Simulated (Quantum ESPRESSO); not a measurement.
Crystal: HfN.

```xyz
2
Lattice="0.0000 2.4548 2.4548 2.4548 0.0000 2.4548 2.4548 2.4548 0.0000" Properties=species:S:1:pos:R:3 pbc="T T T"
Hf    0.0000    0.0000    0.0000
N     1.2274    1.2274    1.2274
```

The cell comes from a database or a generator and needn't be the stable form of this composition.

Base run:

- Program: Quantum ESPRESSO 7.5
- Functional: PBEsol
- Potentials or basis: GBRV 1.5 PBEsol
- Cutoff: 612 eV
- Density cutoff: 4898 eV
- k mesh: 9 × 9 × 9
- Occupations: fermi-dirac, width 0.05 eV
- Spin: no spin polarisation
- Hubbard terms: Hf d U = 1 eV

Its results: band gap on the k mesh none (metal or under the smearing width); pressure -3.7 GPa.

Question: The run is repeated on the same cell with these changes: hubbard terms from Hf d U = 1 eV to Hf d U = 2 eV. What comes out?

Answer: Band gap on the k mesh none (metal or under the smearing width); pressure -2.1 GPa.

Caveats: U without spin polarisation on a metal has little footing.

Not every run made on this cell is shown here.
